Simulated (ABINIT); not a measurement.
Crystal: SnSe.

```xyz
2
Lattice="0.0000 3.0100 3.0100 3.0100 0.0000 3.0100 3.0100 3.0100 0.0000" Properties=species:S:1:pos:R:3 pbc="T T T"
Sn    0.0000    0.0000    0.0000
Se    3.0100    3.0100    3.0100
```

Measurements of this composition are mostly on another form, of space group No. 62.

Base run:

```yaml
Program: ABINIT 10.8.3 (patched build)
Functional: LDA
Potentials_or_basis: PseudoDojo NC SR LDA v0.4 stringent
Cutoff: 1306 eV
k_mesh: 6 × 6 × 6
Occupations: fermi-dirac, width 0.05 eV
Spin: no spin polarisation
```

Its results: band gap on the k mesh 0.60 eV, direct; pressure -4.7 GPa.

Q: The run is repeated on the same cell with these changes: potentials or basis from PseudoDojo NC SR LDA v0.4 stringent to PseudoDojo NC SR LDA v0.4.1 standard; cutoff from 1306 eV to 1088 eV; valence electrons from 46 to 30. What comes out?

A: Band gap on the k mesh 0.60 eV, direct; pressure -3.8 GPa.

Caveats: spin-orbit coupling is left out, which moves the levels of the heavy elements.

A k mesh can miss the band edges.
